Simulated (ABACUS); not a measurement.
SnTe under changes of volume

One of the cells (31.281 Å³/atom); the others are scaled copies at fixed shape and fractional positions:

```xyz
2
Lattice="0.0000 3.1509 3.1509 3.1509 0.0000 3.1509 3.1509 3.1509 0.0000" Properties=species:S:1:pos:R:3 pbc="T T T"
Te    3.1509    3.1509    3.1509
Sn    0.0000    0.0000    0.0000
```

```yaml
Program: ABACUS 3.10.1
Functional: PBEsol
Potentials_or_basis: PseudoDojo NC SR 0.4.1 PBEsol standard
Cutoff: 1129 eV
Density_cutoff: 4517 eV
Basis: plane waves
k_mesh: 7 × 7 × 7
Occupations: fermi-dirac, width 0.05 eV
Spin: no spin polarisation
```

```csv
volume (Å³/atom),energy over the lowest point (meV/atom),pressure (GPa)
29.404,?,?
30.030,5.30,1.7
30.656,0.66,0.6
31.281,0.00,-0.3
31.907,2.90,-1.2
32.532,9.00,-2.0
33.158,17.95,-2.7
```

**Question.** What does the run at 29.404 Å³/atom give?

**Answer.** Energy over the lowest point 14.40 meV/atom; pressure 2.9 GPa.

Worked out: A Birch-Murnaghan fit of order 3 (a polynomial in V^(-2/3)) to the other rows has its minimum at 31.08 Å³/atom with B0 = V·E''(V) = 47 GPa and B' = 4.5. It gives 14.40 meV/atom at 29.404 Å³/atom, against the run's 14.40, and -dE/dV = 2.9 GPa, against 2.9.

Energies are extrapolated to zero smearing.
